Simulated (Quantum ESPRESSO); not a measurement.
# Al (Fm-3m) in Quantum ESPRESSO: notebook, part 3 of 3

Quantum ESPRESSO 7.5. Earlier steps stand in the parts before.

### Step 5. Band structure, PBE

File pw.in:

```
&CONTROL
  calculation = 'scf'
  prefix = 'pwscf'
  outdir = './tmp'
  pseudo_dir = './pseudo'
  tprnfor = .true.
  tstress = .true.
  disk_io = 'low'
/
&SYSTEM
  ibrav = 0
  A = 2.86350669
  nat = 1
  ntyp = 1
  ecutwfc = 40
  nbnd = 6
  occupations = 'smearing'
  smearing = 'fd'
  degauss = 0.00367493
/
&ELECTRONS
  conv_thr = 2d-10
  electron_maxstep = 120
  mixing_beta = 0.5
/
ATOMIC_SPECIES
Al    26.9815 Al.upf
CELL_PARAMETERS alat
   0.0000000000    0.7071067817    0.7071067817
   0.7071067817    0.0000000000    0.7071067817
   0.7071067817    0.7071067817    0.0000000000
ATOMIC_POSITIONS alat
Al     0.0000000000    0.0000000000    0.0000000000
K_POINTS automatic
11 11 11 0 0 0
```

File bands.in:

```
&CONTROL
  calculation = 'bands'
  prefix = 'pwscf'
  outdir = './tmp'
  pseudo_dir = './pseudo'
  disk_io = 'low'
  verbosity = 'high'
/
&SYSTEM
  ibrav = 0
  A = 2.86350669
  nat = 1
  ntyp = 1
  ecutwfc = 40
  nbnd = 6
  occupations = 'smearing'
  smearing = 'fd'
  degauss = 0.00367493
/
&ELECTRONS
  conv_thr = 1d-08
  electron_maxstep = 120
  mixing_beta = 0.5
  diago_full_acc = .true.
  startingwfc = 'random'
/
ATOMIC_SPECIES
Al    26.9815 Al.upf
CELL_PARAMETERS alat
   0.0000000000    0.7071067817    0.7071067817
   0.7071067817    0.0000000000    0.7071067817
   0.7071067817    0.7071067817    0.0000000000
ATOMIC_POSITIONS alat
Al     0.0000000000    0.0000000000    0.0000000000
K_POINTS crystal
60
 0.0000000000  0.0000000000  0.0000000000 1
 0.0625000000  0.0000000000  0.0625000000 1
 0.1250000000  0.0000000000  0.1250000000 1
 0.1875000000  0.0000000000  0.1875000000 1
 0.2500000000  0.0000000000  0.2500000000 1
 0.3125000000  0.0000000000  0.3125000000 1
 0.3750000000  0.0000000000  0.3750000000 1
 0.4375000000  0.0000000000  0.4375000000 1
 0.5000000000  0.0000000000  0.5000000000 1
 0.5000000000  0.0625000000  0.5625000000 1
 0.5000000000  0.1250000000  0.6250000000 1
 0.5000000000  0.1875000000  0.6875000000 1
 0.5000000000  0.2500000000  0.7500000000 1
 0.4375000000  0.3125000000  0.7500000000 1
 0.3750000000  0.3750000000  0.7500000000 1
 0.3375000000  0.3375000000  0.6750000000 1
 0.3000000000  0.3000000000  0.6000000000 1
 0.2625000000  0.2625000000  0.5250000000 1
 0.2250000000  0.2250000000  0.4500000000 1
 0.1875000000  0.1875000000  0.3750000000 1
 0.1500000000  0.1500000000  0.3000000000 1
 0.1125000000  0.1125000000  0.2250000000 1
 0.0750000000  0.0750000000  0.1500000000 1
 0.0375000000  0.0375000000  0.0750000000 1
 0.0000000000  0.0000000000  0.0000000000 1
 0.0625000000  0.0625000000  0.0625000000 1
 0.1250000000  0.1250000000  0.1250000000 1
 0.1875000000  0.1875000000  0.1875000000 1
 0.2500000000  0.2500000000  0.2500000000 1
 0.3125000000  0.3125000000  0.3125000000 1
 0.3750000000  0.3750000000  0.3750000000 1
 0.4375000000  0.4375000000  0.4375000000 1
 0.5000000000  0.5000000000  0.5000000000 1
 0.5250000000  0.4500000000  0.5250000000 1
 0.5500000000  0.4000000000  0.5500000000 1
 0.5750000000  0.3500000000  0.5750000000 1
 0.6000000000  0.3000000000  0.6000000000 1
 0.6250000000  0.2500000000  0.6250000000 1
 0.5833333333  0.2500000000  0.6666666667 1
 0.5416666667  0.2500000000  0.7083333333 1
 0.5000000000  0.2500000000  0.7500000000 1
 0.5000000000  0.2857142857  0.7142857143 1
 0.5000000000  0.3214285714  0.6785714286 1
 0.5000000000  0.3571428571  0.6428571429 1
 0.5000000000  0.3928571429  0.6071428571 1
 0.5000000000  0.4285714286  0.5714285714 1
 0.5000000000  0.4642857143  0.5357142857 1
 0.5000000000  0.5000000000  0.5000000000 1
 0.4821428571  0.4821428571  0.5357142857 1
 0.4642857143  0.4642857143  0.5714285714 1
 0.4464285714  0.4464285714  0.6071428571 1
 0.4285714286  0.4285714286  0.6428571429 1
 0.4107142857  0.4107142857  0.6785714286 1
 0.3928571429  0.3928571429  0.7142857143 1
 0.3750000000  0.3750000000  0.7500000000 1
 0.6250000000  0.2500000000  0.6250000000 1
 0.5937500000  0.1875000000  0.5937500000 1
 0.5625000000  0.1250000000  0.5625000000 1
 0.5312500000  0.0625000000  0.5312500000 1
 0.5000000000  0.0000000000  0.5000000000 1
```

Potentials or basis: PseudoDojo 0.4 SR PBE stringent.

On the command line:

```sh
$ OMP_NUM_THREADS=1 pw.x -in pw.in > pw.out
$ OMP_NUM_THREADS=1 pw.x -in bands.in > bands.out
```

pw.out:

```text
This program is part of the open-source Quantum ESPRESSO suite
     for quantum simulation of materials; please cite
[... 9 lines left out ...]
     --------------------
     sticks:   dense  smooth     PW     G-vecs:    dense   smooth      PW
     Sum         313     313    109                 3839     3839     749

     Using Slab Decomposition

     bravais-lattice index     =            0
     lattice parameter (alat)  =       5.4112  a.u.
     unit-cell volume          =     112.0408 (a.u.)^3
     number of atoms/cell      =            1
     number of atomic types    =            1
     number of electrons       =         3.00
     number of Kohn-Sham states=            6
     kinetic-energy cutoff     =      40.0000  Ry
     charge density cutoff     =     160.0000  Ry
     scf convergence threshold =      2.0E-10
     mixing beta               =       0.5000
     number of iterations used =            8  plain     mixing
     Exchange-correlation= PBE
                           (   1   4   3   4   0   0   0)

     celldm(1)=   5.411243  celldm(2)=   0.000000  celldm(3)=   0.000000
     celldm(4)=   0.000000  celldm(5)=   0.000000  celldm(6)=   0.000000

     crystal axes: (cart. coord. in units of alat)
               a(1) = (   0.000000   0.707107   0.707107 )
               a(2) = (   0.707107   0.000000   0.707107 )
               a(3) = (   0.707107   0.707107   0.000000 )

     reciprocal axes: (cart. coord. in units 2 pi/alat)
               b(1) = ( -0.707107  0.707107  0.707107 )
               b(2) = (  0.707107 -0.707107  0.707107 )
               b(3) = (  0.707107  0.707107 -0.707107 )

     PseudoPot. # 1 for Al read from file:
     Al.upf
     Pseudo is Norm-conserving + core correction, Zval =  3.0
     Generated using ONCVPSP code by D. R. Hamann
     Using radial grid of 1876 points,  6 beta functions with:
                l(1) =   0
                l(2) =   0
                l(3) =   1
                l(4) =   1
                l(5) =   2
                l(6) =   2

     atomic species   valence    mass     pseudopotential
     Al                3.00    26.98150     Al( 1.00)

     48 Sym. Ops., with inversion, found

   Cartesian axes

     site n.     atom                  positions (alat units)
         1        Al     tau(   1) = (   0.0000000   0.0000000   0.0000000  )

     number of k points=    56  Fermi-Dirac smearing, width (Ry)=  0.0037
                       cart. coord. in units 2pi/alat
        k(    1) = (   0.0000000   0.0000000   0.0000000), wk =   0.0015026
        k(    2) = (   0.0642824   0.0642824  -0.0642824), wk =   0.0120210
        k(    3) = (   0.1285649   0.1285649  -0.1285649), wk =   0.0120210
        k(    4) = (   0.1928473   0.1928473  -0.1928473), wk =   0.0120210
        k(    5) = (   0.2571297   0.2571297  -0.2571297), wk =   0.0120210
        k(    6) = (   0.3214122   0.3214122  -0.3214122), wk =   0.0120210
[... 48 lines left out ...]
        k(   55) = (  -0.0642824  -0.4499770   0.7071068), wk =   0.0360631
        k(   56) = (  -0.0000000  -0.3856946   0.6428243), wk =   0.0360631

     Dense  grid:     3839 G-vectors     FFT dimensions: (  24,  24,  24)

     Initial potential from superposition of free atoms

     starting charge       2.9976, renormalised to       3.0000
     Starting wfcs are    4 randomized atomic wfcs +    2 random wfcs

     Self-consistent Calculation

     iteration #  1     ecut=    40.00 Ry     beta= 0.50
     Davidson diagonalization with overlap
     ethr =  1.00E-02,  avg # of iterations =  6.0

     Threshold (ethr) on eigenvalues was too large:
     Diagonalizing with lowered threshold

     Davidson diagonalization with overlap
     ethr =  1.94E-04,  avg # of iterations =  3.9

     total energy              =      -4.63618306 Ry
     estimated scf accuracy    <       0.00573670 Ry

     iteration #  2     ecut=    40.00 Ry     beta= 0.50
     Davidson diagonalization with overlap
     ethr =  1.91E-04,  avg # of iterations =  1.0

     total energy              =      -4.63585850 Ry
     estimated scf accuracy    <       0.00128828 Ry

     iteration #  3     ecut=    40.00 Ry     beta= 0.50
     Davidson diagonalization with overlap
     ethr =  4.29E-05,  avg # of iterations =  1.6

     total energy              =      -4.63589010 Ry
     estimated scf accuracy    <       0.00000183 Ry

     iteration #  4     ecut=    40.00 Ry     beta= 0.50
     Davidson diagonalization with overlap
     ethr =  6.11E-08,  avg # of iterations =  4.8

     total energy              =      -4.63589254 Ry
     estimated scf accuracy    <       0.00000001 Ry

     iteration #  5     ecut=    40.00 Ry     beta= 0.50
     Davidson diagonalization with overlap
     ethr =  3.66E-10,  avg # of iterations =  2.6

     total energy              =      -4.63589256 Ry
     estimated scf accuracy    <          5.7E-10 Ry

     iteration #  6     ecut=    40.00 Ry     beta= 0.50
     Davidson diagonalization with overlap
     ethr =  1.90E-11,  avg # of iterations =  1.7

     End of self-consistent calculation

          k = 0.0000 0.0000 0.0000 (   531 PWs)   bands (ev):

    -3.2297  20.4427  20.4427  21.8719  21.8719  21.8719

          k = 0.0643 0.0643-0.0643 (   495 PWs)   bands (ev):

    -3.0061  17.5249  19.7935  19.7935  22.5611  22.8609

          k = 0.1286 0.1286-0.1286 (   489 PWs)   bands (ev):

    -2.3373  13.8853  19.0607  19.0607  22.3348  23.6802

          k = 0.1928 0.1928-0.1928 (   483 PWs)   bands (ev):

    -1.2294  10.4639  18.6525  18.6525  22.1253  22.1480

          k = 0.2571 0.2571-0.2571 (   483 PWs)   bands (ev):

     0.3077   7.3632  18.6085  18.6085  20.7239  20.7240

          k = 0.3214 0.3214-0.3214 (   470 PWs)   bands (ev):

     2.2596   4.6253  18.9366  18.9366  19.6486  19.6487

          k = 0.1286-0.0000 0.0000 (   495 PWs)   bands (ev):

    -2.9316  18.5329  18.5329  18.8404  21.2115  24.2108

          k = 0.1928 0.0643-0.0643 (   494 PWs)   bands (ev):

    -2.4115  15.2056  17.6085  18.9512  21.5451  22.1827

          k = 0.2571 0.1286-0.1286 (   486 PWs)   bands (ev):

    -1.4504  11.7349  17.0537  18.6108  19.9132  23.6779

          k = 0.3214 0.1928-0.1928 (   486 PWs)   bands (ev):

    -0.0569   8.5364  16.8749  18.2729  18.5173  23.1854

          k = 0.3857 0.2571-0.2571 (   478 PWs)   bands (ev):

     1.7562   5.6814  17.0487  17.0749  18.7360  22.0128

          k =-0.2571-0.3857 0.3857 (   477 PWs)   bands (ev):

     3.1815   3.9943  16.1915  17.6543  19.3604  21.1925
[... 67 lines left out ...]
     3.9673   6.2318   9.6523  15.5398  17.3449  26.1163

          k = 0.0000-0.3857 0.3857 (   481 PWs)   bands (ev):

     2.0435   8.3804   9.8744  16.6280  18.5422  25.5886

          k = 0.5143-0.0000 0.0000 (   472 PWs)   bands (ev):

     1.4624  10.9183  13.7817  14.0005  14.0005  17.4748

          k = 0.5785 0.0643-0.0643 (   470 PWs)   bands (ev):

     2.8156   9.1952  11.1535  13.8114  15.0127  18.4451

          k =-0.0643-0.5785 0.5785 (   474 PWs)   bands (ev):

     4.5382   7.8702   8.5159  14.0045  15.5276  21.0976

          k = 0.0000-0.5143 0.5143 (   476 PWs)   bands (ev):

     5.9825   6.1840   7.6337  14.5802  16.2546  24.2917

          k = 0.6428 0.0000-0.0000 (   468 PWs)   bands (ev):

     3.9766   7.3718  13.1938  13.4935  13.4935  16.9391

          k =-0.0000-0.6428 0.6428 (   470 PWs)   bands (ev):

     5.0885   6.4113  10.8736  13.5578  14.7303  18.1864

          k = 0.2571 0.1286 0.0000 (   484 PWs)   bands (ev):

    -1.7454  13.8754  15.0953  19.6964  19.8068  21.6105

          k = 0.3214 0.1928-0.0643 (   481 PWs)   bands (ev):

    -0.6421  10.9309  14.2159  17.8312  20.0432  23.0937

          k = 0.3857 0.2571-0.1286 (   477 PWs)   bands (ev):

     0.8885   7.8975  14.1026  16.3210  20.1061  22.3472

          k =-0.2571-0.3857 0.5143 (   471 PWs)   bands (ev):

     2.8305   5.1853  14.4031  15.2156  20.4570  21.2818

          k = 0.3857 0.1286-0.0000 (   482 PWs)   bands (ev):

    -0.2765  12.2325  13.5210  15.3123  18.2641  20.3332

          k = 0.4500 0.1928-0.0643 (   475 PWs)   bands (ev):

     1.1045   9.5514  12.8311  13.6768  18.8139  22.1521

          k =-0.1928-0.4500 0.5785 (   481 PWs)   bands (ev):

     2.8985   6.7794  12.2548  13.1212  19.1660  23.9609

          k =-0.1286-0.3857 0.5143 (   475 PWs)   bands (ev):

     4.3069   5.1124  11.4266  13.6740  19.8149  23.2417

          k =-0.0643-0.3214 0.4500 (   478 PWs)   bands (ev):

     2.2581   7.6212  11.0253  14.6692  20.8110  22.7161

          k = 0.0000-0.2571 0.3857 (   480 PWs)   bands (ev):

     0.5981  10.0306  11.5096  16.0633  22.0195  22.0886

          k = 0.5143 0.1286 0.0000 (   475 PWs)   bands (ev):

     1.7508  11.1329  11.1547  12.5541  17.1942  19.3857

          k =-0.1286-0.5143 0.6428 (   476 PWs)   bands (ev):

     3.3855   8.6991   9.7842  12.1277  18.0273  21.4691

          k =-0.0643-0.4500 0.5785 (   480 PWs)   bands (ev):

     5.3666   6.2216   8.8117  12.5377  18.6552  24.4220

          k = 0.0000-0.3857 0.5143 (   478 PWs)   bands (ev):

     4.0362   7.2815   8.7467  13.3995  19.5720  25.2817

          k =-0.0643-0.5785 0.7071 (   473 PWs)   bands (ev):

     4.2578   7.6498  10.5821  11.9879  16.6544  18.8870

          k =-0.0000-0.5143 0.6428 (   479 PWs)   bands (ev):

     5.6360   6.9677   8.4839  11.8467  17.7607  21.2317

          k =-0.1928-0.4500 0.7071 (   479 PWs)   bands (ev):

     2.6127   8.9307  10.3696  12.1111  21.0147  22.5342

          k =-0.1286-0.3857 0.6428 (   478 PWs)   bands (ev):

     4.5166   6.7860  10.1086  11.0197  21.9409  22.8341

          k =-0.0643-0.4500 0.7071 (   475 PWs)   bands (ev):

     5.0983   8.3808   8.4365   9.9833  20.4898  22.1892

          k =-0.0000-0.3857 0.6428 (   472 PWs)   bands (ev):

     6.4784   6.7326   8.1392  10.0168  21.7325  24.5553

     the Fermi energy is     7.8771 ev

!    total energy              =      -4.63589256 Ry
     estimated scf accuracy    <          4.1E-11 Ry
     smearing contrib. (-TS)   =      -0.00029474 Ry
     internal energy E=F+TS    =      -4.63559782 Ry

     The total energy is F=E-TS. E is the sum of the following terms:
     one-electron contribution =       2.91260373 Ry
     hartree contribution      =       0.00720637 Ry
     xc contribution           =      -2.16332301 Ry
     ewald contribution        =      -5.39208490 Ry

     convergence has been achieved in   6 iterations

     Forces acting on atoms (cartesian axes, Ry/au):

     atom    1 type  1   force =     0.00000000    0.00000000    0.00000000

     Total force =     0.000000     Total SCF correction =     0.000000

     Computing stress (Cartesian axis) and pressure

          total   stress  (Ry/bohr**3)                   (kbar)     P=       -6.64
  -0.00004513  -0.00000000  -0.00000000           -6.64       -0.00       -0.00
  -0.00000000  -0.00004513   0.00000000           -0.00       -6.64        0.00
  -0.00000000   0.00000000  -0.00004513           -0.00        0.00       -6.64

=------------------------------------------------------------------------------=
   JOB DONE.
=------------------------------------------------------------------------------=
```

Wall time 5.7 s (1 thread of Arm Neoverse V1, shared host); peak memory 0.09 GiB.

Results:

```
Free energy            : -63.0745 eV
Pressure               : -0.7 GPa
Band gap on the k mesh : none (metal or under the smearing width)
```

Levels at the corners of the path, in eV from the Fermi level:
```tsv
point	band 1	band 2	band 3	band 4	band 5	band 6
Γ	-11.11	12.57	12.57	12.57	13.99	13.99
X	-2.93	-1.61	5.24	5.55	5.55	8.99
W	-0.85	-0.85	0.17	1.07	15.75	15.75
K	-1.89	-1.36	-0.42	6.52	8.16	15.59
Γ	-11.11	12.57	12.57	12.57	13.99	13.99
L	-4.59	-4.38	11.32	11.32	11.41	11.41
U	-1.89	-1.36	-0.42	6.52	8.16	15.59
W	-0.85	-0.85	0.17	1.07	15.75	15.75
L	-4.59	-4.38	11.32	11.32	11.41	11.41
K	-1.89	-1.36	-0.42	6.52	8.16	15.59
U	-1.89	-1.36	-0.42	6.52	8.16	15.59
X	-2.93	-1.61	5.24	5.55	5.55	8.99
```

Caveat: some levels on the path didn't converge.

### Step 6. Summary

| potentials or basis | cutoff (eV) | gap on the mesh (eV) | pressure (GPa) |
| --- | --- | --- | --- |
| Ansatz NC SR PBE | 544 | none | -0.4 |
| GBRV 1.5 PBE | 612 | none | -0.4 |
| JTH 2.0 PBE | 490 | none | -0.6 |
| PseudoDojo 0.4 SR PBE stringent | 544 | none | -0.7 |

Alike in all rows: task band structure; level PBE; no spin polarisation; cell as given; k mesh 11 × 11 × 11; smearing fermi-dirac 0.05 eV.

Caveats: the cutoff is low for these files, which shifts pressure and relaxed volume (some runs); some levels on the path didn't converge (some runs).

Total energies depend on the potentials used, so only differences within one code and one set of settings carry meaning.
